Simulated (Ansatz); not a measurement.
Crystal: CuO (Tenorite).

```
Cu O
1.0
     2.34185   -1.71130    0.00000
     2.34185    1.71130    0.00000
    -0.85003    0.00000    5.05787
Cu O
2 2
Direct
  0.50000 0.00000 0.50000
  0.00000 0.50000 0.00000
  0.41840 0.58160 0.75000
  0.58160 0.41840 0.25000
```

Base run:

| Property | Result |
| --- | --- |
| Program | Ansatz 0.2.0 |
| Functional | PBE |
| Potentials or basis | all-electron LAPW, scalar-relativistic |
| Cutoff | 406 eV |
| Density cutoff | 1625 eV |
| Basis error allowed | 0.002 eV/atom |
| k mesh | 10 × 10 × 5 |
| Occupations | fermi-dirac, width 0.05 eV |
| Spin | no spin polarisation |

Its results: pressure 5.7 GPa; largest force 0.259 eV/Å.

After a change of settings the same cell gave: pressure -9.5 GPa; largest force 0.464 eV/Å. Which change was it?
A. functional from PBE to PBEsol; potentials or basis from all-electron LAPW, scalar-relativistic to all-electron LAPW, inner shells corrected to Dirac's equation
B. functional from PBE to PBEsol; potentials or basis from all-electron LAPW, scalar-relativistic to all-electron LAPW, non-relativistic
C. functional from PBE to LDA
D. functional from PBE to PBEsol; basis error allowed from 0.002 eV/atom to 0.001 eV/atom

C.

LDA binds more tightly than PBE, so the same cell stands under less pressure.

Caveats: the run has no spin polarisation, though such a crystal can be magnetic.

Not every run made on this cell is shown here.
